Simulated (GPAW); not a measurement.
The system is Ru.

```
Ru
1.0
     2.70580    0.00000    0.00000
    -1.35290    2.34329    0.00000
     0.00000    0.00000    4.28190
Ru
2
Direct
  0.66667 0.33333 0.75000
  0.33333 0.66667 0.25000
```

- Program: GPAW 26.7.0
- Task: relaxation of cell and atoms
- Functional: PBEsol
- Dispersion: D3(BJ)
- Potentials or basis: PAW data sets generated in the run's folder for this functional
- Cutoff: 600 eV
- Basis: pw
- k mesh: 8 × 8 × 5
- Occupations: fermi-dirac, width 0.05 eV
- Spin: no spin polarisation

At the start: pressure -14.5 GPa; volume 13.57 Å³/atom.

Q: How do energy, volume and symmetry change on relaxing?

A: Over 4 steps the energy falls by 26.5 meV/atom and the volume is 12.99 Å³/atom (-4.3 %); space group P6_3/mmc (No. 194, to 0.05 Å).

The path:
| step | energy change (eV) | largest force (eV/Å) | pressure (GPa) | volume (Å³) |
| --- | --- | --- | --- | --- |
| 1 | 0.0000 | 0.0000 | -14.52 | 27.15 |
| 2 | -0.0449 | 0.0000 | -6.20 | 26.44 |
| 3 | -0.0530 | 0.0000 | 0.40 | 25.95 |
| 4 | -0.0531 | 0.0000 | -0.01 | 25.98 |

Final structure:
```cif
data_structure
_symmetry_space_group_name_H-M 'P 1'
_symmetry_Int_Tables_number 1
_cell_length_a 2.6672
_cell_length_b 2.6672
_cell_length_c 4.2173
_cell_angle_alpha 90.000
_cell_angle_beta 90.000
_cell_angle_gamma 120.000
_cell_volume 25.98
loop_
_atom_site_label
_atom_site_type_symbol
_atom_site_fract_x
_atom_site_fract_y
_atom_site_fract_z
_atom_site_occupancy
Ru1 Ru 0.66667 0.33333 0.75000 1
Ru2 Ru 0.33333 0.66667 0.25000 1
```

Caveat: later steps reuse the first step's grids; pairwise dispersion overbinds metals, which lowers pressure and volume.
